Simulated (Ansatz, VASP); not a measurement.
## Ga15SbAs16 (Sb on a Ga site in GaAs) in two plane-wave programs

Aim: how closely do two programs agree when they are given the same cell, functional and k mesh? The cell is taken from a series of runs on this material, whose earlier steps may have relaxed, scaled, displaced or heated it; both programs get it as it stands.

Calculated with Ansatz 0.2.0; plane waves, with VASP 6.6.1 beside it; single point at HSE06.

In doubt: a hybrid run on one k-point, which bears on gaps, levels and energies.

## Step 1: Starting point

The cell holds 32 atoms: 15 Ga, 1 Sb and 16 As. Its edges and angles: a = 9.950 Å, b = 9.950 Å, c = 9.950 Å, α = 109.5°, β = 109.5°, γ = 109.5°. It derives from GaAs (GaAs (F-43m)). Nearest the centre at fractional (0.250, 0.500, 0.250): Sb16 at 0.02 Å, As22 at 2.75 Å, As19 at 2.77 Å, As28 at 2.77 Å, As23 at 2.78 Å, Ga6 at 4.11 Å, Ga1 at 4.11 Å, Ga3 at 4.11 Å.

## Step 2: Ansatz: single point, HSE06

Ansatz runs on its default PAW (the set named soft_2) files.

With cell and atoms fixed, the geometry can't cause a difference; cores, projectors, grids and the points listed under the comparison can.

input.yaml reads:

```yaml
crystal:
  lattice:
    - [-5.74481616, 5.74481616, -5.74481616]
    - [5.74481616, 5.74481616, 5.74481616]
    - [5.74481616, -5.74481616, -5.74481616]
  atoms:
    - { symbol: Ga, position: [-0.003609609, -0.005846827, -0.004655273] }
    - { symbol: Ga, position: [-0.003676204, 0.2468915, 0.742464146] }
    - { symbol: Ga, position: [-0.002174318, 0.501430323, 0.504172596] }
    - { symbol: Ga, position: [-0.002336137, 0.755659628, 0.249801948] }
    - { symbol: Ga, position: [0.250522863, 0.001370488, 0.749589566] }
    - { symbol: Ga, position: [0.250535817, 0.248379429, 0.503947035] }
    - { symbol: Sb, position: [0.250154508, 0.501397653, 0.249452976] }
    - { symbol: Ga, position: [0.250579651, 0.75557295, -0.003363592] }
    - { symbol: Ga, position: [0.50352666, 0.008637963, 0.502511854] }
    - { symbol: Ga, position: [0.505016154, 0.248556371, 0.249783499] }
    - { symbol: Ga, position: [0.505177152, 0.50142821, -0.003225766] }
    - { symbol: Ga, position: [0.503542879, 0.754141735, 0.75689885] }
    - { symbol: Ga, position: [0.750545746, 0.001379736, 0.249656494] }
    - { symbol: Ga, position: [0.74313389, 0.246736775, -0.004711486] }
    - { symbol: Ga, position: [0.750633104, 0.501281543, 0.749804599] }
    - { symbol: Ga, position: [0.757642759, 0.753882751, 0.502495472] }
    - { symbol: As, position: [0.003816388, 0.002830956, 0.751199908] }
    - { symbol: As, position: [-0.001078578, 0.249663399, 0.496301225] }
    - { symbol: As, position: [-0.02767786, 0.501202345, 0.249694365] }
    - { symbol: As, position: [-0.000956415, 0.747984115, -0.001827537] }
    - { symbol: As, position: [0.250628043, -0.000379693, 0.501313773] }
    - { symbol: As, position: [0.250681727, 0.224005145, 0.2497083] }
    - { symbol: As, position: [0.250802383, 0.501285012, -0.028199618] }
    - { symbol: As, position: [0.250726811, 0.753161379, 0.747971678] }
    - { symbol: As, position: [0.502165246, -0.000383635, 0.249546358] }
    - { symbol: As, position: [0.497091076, 0.249614685, -0.00202963] }
    - { symbol: As, position: [0.502291735, 0.501228569, 0.747868284] }
    - { symbol: As, position: [0.528146154, 0.778884005, 0.527234243] }
    - { symbol: As, position: [0.752342691, 0.002938005, 0.003024887] }
    - { symbol: As, position: [0.752431418, 0.254647145, 0.75152821] }
    - { symbol: As, position: [0.749002134, 0.501251869, 0.501596456] }
    - { symbol: As, position: [0.748902695, 0.753120493, 0.249781165] }
  host:
    repeats: [1, 1, 1]
    atoms:
      - { symbol: Ga, position: [0.0, 0.0, 0.0] }
      - { symbol: Ga, position: [0.0, 0.25, 0.75] }
      # ... 30 more atoms of the perfect host
basis:
  ecutwfc: 420
  xc_grid: 2
hamiltonian:
  xc: hse06
kpoints:
  mp_grid: { grid: [1, 1, 1] }
scf:
  occupations: { method: fermi_dirac, width: 0.01 }
  max_iter: 120
output:
  forces: true
  charged_corrections:
    epsilon: 15.85
    static_epsilon: 18.07
    defect_position: [0.25, 0.5, 0.25]
  eigenvalues: true
checkpoint:
  read: "../relax1.run"
  write: "../point1.run"
  compress: false
  write_wavefunctions: true
  write_every: 100000
```

Run with:

```sh
$ ansatz run input.yaml --threads 4 --pin off --max-ram 7536MiB --backend cpu --events-out ev --progress --plain --runs-dir out
```

Numbers of over 12 decimals in the logs are rounded to 6 here.

What it wrote:

```text
Warning: checkpoint.read: hamiltonian.xc differs: saved pbe, current hse06; the SCF iterates under this deck's functional from the saved state
exact exchange: scf.exx.singularity resolves to wigner_seitz, which cuts the screened interaction at the faces of the exchange supercell's Wigner-Seitz cell, so that each pair interacts once, at the shortest of its separations (the periodic images that this leaves out come, for a point-like exchange hole, to about 0.011 eV on a filled level). The cut falls within the interaction's reach, and what an exchange supercel [...]
Engine: ansatz 0.2.0, aarch64-unknown-linux-gnu
Pseudopotentials: kind: paw
Pseudopotential: Ga, paw, valence charge 13, recommended cutoff 420 eV (normal), Ga.paw.azcp
Pseudopotential: Sb, paw, valence charge 15, recommended cutoff 420 eV (normal), Sb.paw.azcp
Pseudopotential: As, paw, valence charge 15, recommended cutoff 420 eV (normal), As.paw.azcp
Functional definition: HSE06
  parameter a = 0.25
  parameter omega = 0.11/bohr
  exchange = pbe_x - a*pbe_x_sr(omega) + a*exact_x_sr(omega)
  correlation = pbe_c
Crystal: 32 atoms, lattice volume = 758.383 Å³
Basis set: ecut = 420 eV, 14771 PW (Γ), exchange–correlation on 144×144×144 points (8 copies of the dense FFT grid, shifted against one another)
Bands: 270, of which v1, the nominal top of the filled ones, is band 225 counted from 1 (224 counted from 0)
Symmetry: 1 space group operations
Space group: P1 (ITA 1), of the structure as read, at distance tolerance 9.1e-5 Å
k-points: 1
Non-local potential: Ga, projectors of the file, l = 0: 2, l = 1: 2, l = 2: 3, l = 3: 1
Non-local potential: Sb, projectors of the file, l = 0: 2, l = 1: 2, l = 2: 2, l = 3: 2
Non-local potential: As, projectors of the file, l = 0: 2, l = 1: 2, l = 2: 3, l = 3: 1
PAW form: soft (Blöchl's): semilocal exchange-correlation on the pseudo side does not see the compensation charge
PAW frozen core: Ga, regenerated for the run's functional, and the local potential with it (the file was generated under x = pbe(κ = 0.804, μ = 0.219515), c = pbe(β = 0.066725))
PAW frozen core: Sb, regenerated for the run's functional, and the local potential with it (the file was generated under x = pbe(κ = 0.804, μ = 0.219515), c = pbe(β = 0.066725))
PAW frozen core: As, regenerated for the run's functional, and the local potential with it (the file was generated under x = pbe(κ = 0.804, μ = 0.219515), c = pbe(β = 0.066725))
PAW one-centre angular grid: Ga, 590 points (default); XC on 64 Gauss nodes
PAW one-centre angular grid: Sb, 590 points (default); XC on 64 Gauss nodes
PAW one-centre angular grid: As, 590 points (default); XC on 64 Gauss nodes
Initial density: read from a saved state, or passed on in memory by an earlier SCF of this step, an earlier step, the calling program or the single point that the run made first
Initial wavefunctions: pseudopotential atomic-orbital guess
Functional: x = pbe(κ = 0.804, μ = 0.219515), c = pbe(β = 0.066725), warm-up for x = pbe(κ = 0.804, μ = 0.219515) + 0.25 (exact − pbe) at short range (hse, ω = 0.207870 Å⁻¹), c = pbe(β = 0.066725); HSE06 as pw.x's `hse` composes it (authors' and Libxc's form: `xc: wpbeh`)
iter 1 solved again at ethr=2.01e-4 eV; its pass at ethr=1.00e-1 eV (dr2=9.04e-1 eV) is discarded
SCF iter   1: F=—  HF=-140933.648325 eV  |F-HF|=—  |Δ(HF+E_count)|=         —  Δρ=5.83e-3  dr2=8.19e-1  ethr=2.01e-4  ⟨swp⟩=19.0  Hψ=2213  notcnv=0  reapply=1
preconditioner: auto → none  [insulator: Δε(μ)=0.757 eV  Ē_g=14.188 eV  σ=0.010 eV  W_gap=1.00  n_scr=200 (ndim 8)  ℏωp=22.6 eV  f_vac=0.086  D(μ)=0.00/eV (n_scr^D=0)]
SCF iter   2: F=—  HF=-140933.692533 eV  |F-HF|=—  |Δ(HF+E_count)|=   4.42e-2  Δρ=4.87e-3  dr2=1.18e0  ethr=1.82e-4  ⟨swp⟩=13.0  Hψ=759  notcnv=0  defer=3
iter 3 solved again at ethr=6.83e-6 eV; its pass at ethr=1.82e-4 eV (dr2=3.07e-2 eV) is discarded
[...]
SCF iter   4: F=—  HF=-140965.015435 eV  |F-HF|=—  |Δ(HF+E_count)|=   4.33e-3  Δρ=1.23e-3  dr2=5.43e-3  ethr=9.32e-8  ⟨swp⟩=5.0  Hψ=899  notcnv=0
SCF iter   5: F=—  HF=-140965.022997 eV  |F-HF|=—  |Δ(HF+E_count)|=   7.56e-3  Δρ=5.43e-4  dr2=3.94e-3  ethr=9.32e-8  ⟨swp⟩=9.0  Hψ=903  notcnv=0
SCF iter   6: F=—  HF=-140965.022407 eV  |F-HF|=—  |Δ(HF+E_count)|=   5.90e-4  Δρ=2.05e-4  dr2=1.91e-3  ethr=9.32e-8  ⟨swp⟩=5.0  Hψ=829  notcnv=0
SCF iter   7: F=—  HF=-140965.022036 eV  |F-HF|=—  |Δ(HF+E_count)|=   3.71e-4  Δρ=5.12e-5  dr2=1.81e-4  ethr=9.32e-8  ⟨swp⟩=4.0  Hψ=575  notcnv=0
SCF iter   8: F=—  HF=-140965.022482 eV  |F-HF|=—  |Δ(HF+E_count)|=   4.46e-4  Δρ=8.39e-5  dr2=1.04e-4  ethr=1.11e-8  ⟨swp⟩=5.0  Hψ=702  notcnv=0  defer=13
SCF iter   9: F=-140965.022501 eV  HF=-140965.022533 eV  |F-HF|=3.26e-5  |Δ(HF+E_count)|=   5.13e-5  Δρ=5.65e-5  dr2=4.82e-5  ethr=1.11e-8  ⟨swp⟩=4.0  Hψ=585  notcnv=0  defer=17
SCF 2 stopped early in 9 iterations: F = -140965.022501 eV  dr2 = 4.82e-5
  Residual-converged pass: ⟨swp⟩=4.0  Hψ=764  notcnv=0  max |occ|·‖R‖ = 6.3e-6 eV (tolerance 6.7e-6 eV)  dr2=4.80e-5  dr2_onsite=1.51e-6  max |Δocc| = 0.0e0
hybrid outer 1: dexx = +2.135e-1 eV, tail = 9.76e-4 eV
Exchange kernel: α = 0.2500, screened, ω = 0.2079 Å⁻¹, Wigner–Seitz truncation, v(0) = 871.2260 eV·Å³, q-mesh 1×1×1, nearest image of the exchange supercell L = 9.95 Å, pair-density grid 40×40×40, without the augmentation charges, whose exchange is taken in its separable form (sized by the pseudopotential files, 60×60×60 at the most)
Frozen-core exchange: fock
SCF iter   1: F=—  HF=-140965.023779 eV  |F-HF|=—  |Δ(HF+E_count)|=         —  Δρ=6.87e-5  dr2=3.59e-5  ethr=1.08e-6  ⟨swp⟩=11.0  Hψ=713  notcnv=0
preconditioner: auto → none  [insulator: Δε(μ)=0.957 eV  Ē_g=16.617 eV  σ=0.010 eV  W_gap=1.00  n_scr=200 (ndim 8)  ℏωp=22.6 eV  f_vac=0.095  D(μ)=0.00/eV (n_scr^D=0)]
SCF iter   2: F=—  HF=-140965.023807 eV  |F-HF|=—  |Δ(HF+E_count)|=   2.79e-5  Δρ=4.47e-5  dr2=1.32e-5  ethr=6.97e-9  ⟨swp⟩=5.0  Hψ=861  notcnv=0
SCF iter   3: F=—  HF=-140965.023805 eV  |F-HF|=—  |Δ(HF+E_count)|=   2.16e-6  Δρ=1.38e-5  dr2=1.73e-6  ethr=2.88e-9  ⟨swp⟩=4.0  Hψ=604  notcnv=0  defer=16
SCF iter   4: F=—  HF=-140965.023805 eV  |F-HF|=—  |Δ(HF+E_count)|=  5.53e-10  Δρ=6.36e-6  dr2=7.49e-7  ethr=3.41e-10  ⟨swp⟩=4.0  Hψ=644  notcnv=0  defer=20
SCF iter   5: F=—  HF=-140965.023805 eV  |F-HF|=—  |Δ(HF+E_count)|=   1.30e-7  Δρ=3.00e-6  dr2=2.22e-7  ethr=1.60e-10  ⟨swp⟩=4.0  Hψ=609  notcnv=0  defer=20
SCF iter   6: F=—  HF=-140965.023805 eV  |F-HF|=—  |Δ(HF+E_count)|=   4.29e-8  Δρ=1.96e-6  dr2=4.87e-8  ethr=4.73e-11  ⟨swp⟩=4.0  Hψ=595  notcnv=0  defer=20
SCF iter   7: F=-140965.023804 eV  HF=-140965.023805 eV  |F-HF|=8.96e-9  |Δ(HF+E_count)|=   1.53e-8  Δρ=9.35e-7  dr2=8.18e-9  ethr=1.04e-11  ⟨swp⟩=4.0  Hψ=591  notcnv=0  defer=20
SCF 3 converged in 7 iterations: F = -140965.023804 eV  dr2 = 8.18e-9
  Residual-converged pass: ⟨swp⟩=3.0  Hψ=678  notcnv=0  max |occ|·‖R‖ = 1.2e-6 eV (tolerance 1.8e-6 eV)  dr2=8.03e-9  dr2_onsite=5.74e-9  max |Δocc| = 0.0e0
hybrid outer 2: dexx = +2.513e-5 eV, tail = 4.35e-7 eV, Δε = 3.86e-3 eV (about 1.19e-4 eV left of the loop's levels), ΔF = 6.44e-3 eV/Å (tail 9.27e-4)
WARN: the filled states extend beyond the cell (their overlap across the Brillouin zone is 0.199, against 0 in a metal and nearly 1 for localised states). With one k-point a hybrid's gap, moments and forces can then be wrong. Use a denser k-mesh, or a larger cell for a defect
hybrid SCF converged: 2 outer / 16 inner (+7 warm-up), last move |dexx| = 2.51e-5 eV, tail = 4.35e-7 eV
Stability not checked: this state was not tested for a lower state beside it, because the functional holds exact exchange (a hybrid, or Hartree-Fock), whose exchange loop this test does not read (fock_operator; see scf.lower_state_search)
Free energy (F): -140965.023802 eV
Frozen-core exchange: fock
Harris-Foulkes:  -140965.023802 eV  (|F-HF|=8.96e-9)
Internal energy: -140965.023802 eV  (E = F + TS)
E sigma→0 (E₀):  -140965.023802 eV
Fermi energy:    8.300734 eV
--- Per-component energies (eV) ---
  E_band       = -6452.131443
  E_kinetic    = 3573.081076
  E_local      = -63409.993060  (includes V_loc(G=0)·N_el)
  E_nonlocal   = -3980.904335
  E_hartree    = 31934.608567
  E_xc         = -1962.857928
  E_vxc        = -1786.966235  (∫ρ·V_xc dr)
  E_exx        = -1741.252063  (= α·E_x^exact, valence–valence)
  E_paw        = -62548.845509  (= ΣΔE_a)
  E_vpaw       = -1234.066710  (= ΣTr[D̂ρ^β])
  E_aug_tail   = -0.001678  (compensation charges beyond the density's cutoff)
  E_ewald      = -42818.403957
  E_core_change = -10.454900  (= ΣΔE_core)
  E_smearing   = -0.000000  (= −TS)
  E_closure    = -0.000016  (closes the sum)
  Σ components = -140965.023802   (vs F -140965.023802, Δ=0.00e0)
--- Forces (eV/Å), atoms counted from 1 ---
  atom   1  Ga    -0.08104120    -0.08217391     0.05055737
  atom   2  Ga    -0.08215639    -0.04952760     0.08298201
  atom   3  Ga     0.08320776    -0.08606450    -0.05564682
  atom   4  Ga     0.08167267     0.05552969     0.08584754
  atom   5  Ga     0.00165426    -0.00062158    -0.00109239
  atom   6  Ga     0.05254006    -0.07848134    -0.07902284
  atom   7  Sb    -0.00047659     0.00433443    -0.00307961
  atom   8  Ga     0.05462426     0.08016353     0.08022525
  atom   9  Ga     0.07755494     0.07940517     0.04698036
  atom  10  Ga    -0.08191691     0.05269571    -0.07894662
  atom  11  Ga    -0.08248696     0.07889416    -0.05577222
  atom  12  Ga     0.08028856    -0.05179102    -0.07824984
  atom  13  Ga     0.00119796    -0.00000651    -0.00080082
  atom  14  Ga    -0.05201103    -0.08046042     0.08331800
  atom  15  Ga     0.00193100     0.00059862    -0.00765473
  atom  16  Ga    -0.05002591     0.08578974    -0.07800619
  atom  17  As     0.10459126    -0.09988535     0.09535471
  atom  18  As     0.09812239     0.10219473    -0.09865039
  atom  19  As    -0.31347831     0.31379717    -0.30809689
  atom  20  As     0.09611048     0.09696220    -0.09994410
  atom  21  As    -0.10384216     0.09991235     0.09807023
  atom  22  As     0.30454230     0.30113146     0.30553161
  atom  23  As     0.31311271    -0.31306853    -0.30154705
  atom  24  As    -0.10592946    -0.10072273    -0.09926987
  atom  25  As     0.10006547    -0.10401621     0.09532794
  atom  26  As     0.10398403     0.10026017    -0.09888570
  atom  27  As     0.10116256    -0.10013861     0.10373736
  atom  28  As    -0.30606010    -0.30661214     0.30970386
  atom  29  As    -0.09894534     0.10326200     0.09529502
  atom  30  As    -0.09622322    -0.09709652    -0.09789355
  atom  31  As    -0.10221554     0.10049154     0.10837005
  atom  32  As    -0.09951684    -0.10474646    -0.09877470
  max |Σ_I F_I| component: 3.67e-5 eV/Å
--- Band table (eV) ---
  k-point 0: bands = [... 221 lower, 7.3130, 7.3135, 7.3136, 7.8221, 8.7794, 9.2937, 9.2963, 9.3008, ... 41 higher]
```

(Continued in part 2 of 2.)

[Lines on the potential files, build, host, timing and source positions are cut from VASP's logs without a mark.]

[Logs are printed without paths, hosts, clocks, repeated set-up lines and the standing remarks that a program may print on its own settings, such as how far it seeks lower states.]

[Hosts, paths, dates, database ids (printed as entryN), source tags and the programs' standing remarks are cut or masked in the printed files.]
